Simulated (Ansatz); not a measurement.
## BN: elastic constants with PBEsol

The system is BN.

```xyz
2
Lattice="0.0000 3.4953 2.1661 1.2516 0.0000 2.1661 1.2516 3.4953 0.0000" Properties=species:S:1:pos:R:3 pbc="T T T"
N     1.2516    3.4953    2.8881
B     1.2516    3.4953    0.0002
```

Measurements of this composition are mostly on another form, of space group No. 194.

```yaml
Program: Ansatz 0.2.0
Task: elastic constants
Functional: PBEsol
Potentials_or_basis: Ansatz PAW
Cutoff: "420 eV (not typed: the program's choice for these potentials)"
k_mesh: 10 × 10 × 10
Occupations: fixed
Spin: no spin polarisation
Atoms_under_strain: relaxed
```

The pressure is 0.6 GPa and the band gap on the k mesh is 3.80 eV, indirect (least direct gap 4.70 eV). The voigt bulk modulus is 232 GPa.

Stress tensor (GPa, compression positive):
```
0.76 0.00 0.00
0.00 0.21 0.00
0.00 0.00 0.74
```

Levels at points of the mesh, in eV from the valence-band top:
```csv
k point,band 2,band 3,band 4,band 5,band 6,band 7
"(0.00, 0.00, 0.00)",-4.46,-1.34,-1.34,4.73,11.54,11.60
"(0.00, 0.00, -0.50)",-8.95,-4.16,-0.97,4.61,9.81,13.18
"(0.00, -0.50, -0.50)",-8.85,-4.20,-1.42,3.80,9.89,14.36
"(-0.50, 0.00, -0.50)",-6.13,-1.36,-1.33,9.49,11.50,11.56
"(-0.50, -0.50, 0.00)",-9.04,-4.16,-0.47,5.78,9.38,12.06
```

Elastic tensor in Voigt notation (GPa, in the Cartesian axes of the cell as first typed):
```
838   4 198   0   0   0
  3  12  -3   0   0   0
198  -2 841   0   0   0
  0   0   0  -2   0   0
  0   0   0   0 321   0
  0   0   0   0   0   6
```

Run time: 60 s on 2 threads of Arm Neoverse V2, with other jobs on the host, peak memory 0.36 GiB.

Caveat: the elastic tensor has a negative eigenvalue, so either the cell is unstable as it stands or the mesh is too thin; the pressure holds a Pulay correction of +0.6 GPa for the finite cutoff; the PAW data sets come from PBE, with cores solved anew for the run's functional, which leaves a small shift of forces and pressure. As with any semilocal functional, this PBEsol gap is likely too small.
